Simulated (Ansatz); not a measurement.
## GaAs: single point with PBE

**What was measured.**

From “Evidence of valence band perturbations in GaAsN/GaAs(001): A combined variable-angle spectroscopic ellipsometry and modulated photoreflectance investigation”, 2008, arxiv:0805.2212, for a bulk crystal of GaAs at 300 K: band gap 1.418 ± 0.005 eV (direct).

The system is GaAs.

```
CELL_PARAMETERS angstrom
0.00000 2.82685 2.82685
2.82685 0.00000 2.82685
2.82685 2.82685 0.00000
ATOMIC_POSITIONS crystal
As 0.75000 0.75000 0.75000
Ga 0.00000 0.00000 0.00000
```

```json
{"Program": "Ansatz 0.2.0", "Task": "single point", "Functional": "PBE", "Potentials or basis": "all-electron LAPW, scalar-relativistic", "Cutoff": "291 eV (chosen from the basis error)", "Basis error allowed": "0.002 eV/atom", "k mesh": "5 × 5 × 5", "Occupations": "fermi-dirac, width 0.03 eV", "Spin": "no spin polarisation"}
```

| Quantity | Value |
| --- | --- |
| Pressure | 3.3 GPa |
| Band gap on the k mesh | 0.52 eV, direct |

Levels at points of the mesh, in eV from the valence-band top:
```csv
k point,band 18,band 19,band 20,band 21,band 22,band 23,band 24,band 25,band 26,band 27
"(0.00, 0.00, 0.00)",-14.72,-12.73,0.00,0.00,0.00,0.52,3.73,3.73,3.73,7.59
```

It took 5.8 s on 1 thread of Arm Neoverse V1 (shared host), peak memory 0.24 GiB.

A measured gap of GaAs is 1.418 eV (direct; 300 K; “Evidence of valence band perturbations in GaAsN/GaAs(001): A combined variable-angle spectroscopic ellipsometry and modulated photoreflectance investigation”, 2008, arxiv:0805.2212); the calculated 0.52 eV misses it by -0.90 eV. 3 values of this kind are on record (1.412 to 1.51 eV); this one was drawn at random among those near their median, those with a stated uncertainty first. Spin-orbit coupling on As, Ga is left out. The value is that of PBE, without temperature or zero-point motion. Semilocal functionals fall short of measured gaps as a rule.
